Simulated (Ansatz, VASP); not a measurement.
CoSi in VASP and in Ansatz

```
CELL_PARAMETERS angstrom
4.38327 0.00000 0.00000
0.00000 4.38327 0.00000
0.00000 0.00000 4.38327
ATOMIC_POSITIONS crystal
Co 0.14561 0.14561 0.14561
Co 0.35439 0.85439 0.64561
Co 0.64561 0.35439 0.85439
Co 0.85439 0.64561 0.35439
Si 0.84356 0.84356 0.84356
Si 0.65644 0.15644 0.34356
Si 0.34356 0.65644 0.15644
Si 0.15644 0.34356 0.65644
```

Alike in both runs: functional r2SCAN; k mesh 8 × 8 × 8; occupations gaussian, width 0.1 eV; no spin polarisation.

Ansatz relaxed the structure, and its values are those at the end. VASP's run is a single point on that final structure, the one shown.

|  | VASP | Ansatz |
| --- | --- | --- |
| version | VASP 6.6.1 | Ansatz 0.2.0 |
| potentials or method | VASP PAW PBE potentials, release 64 (Co, Si) | scalar-relativistic, plane waves, PAW |
| plane-wave cutoff (eV) | 520 | 500 |
| valence electrons in the cell | 52 | 84 |

|  | VASP | Ansatz | Ansatz less VASP |
| --- | --- | --- | --- |
| gap on the k mesh at the Fermi level (eV) | none | none | - |
| pressure (GPa) | 0.1 | 0.0 | -0.09 |
| rms of the force components (eV/Å) | 0.005 | 0.002 | -0.0025 |

A gap of «none» marks a metal or a gap that the smearing closes. With one functional, cell and mesh, what is left measures potentials, basis and numerics. The two sets of potentials don't hold the same shells in valence.

Caveats: the PAW data sets were made with another functional, which shifts forces and pressure a little (VASP). Spin polarisation is off, so any magnetic state and its effect on volume and gap are missing.
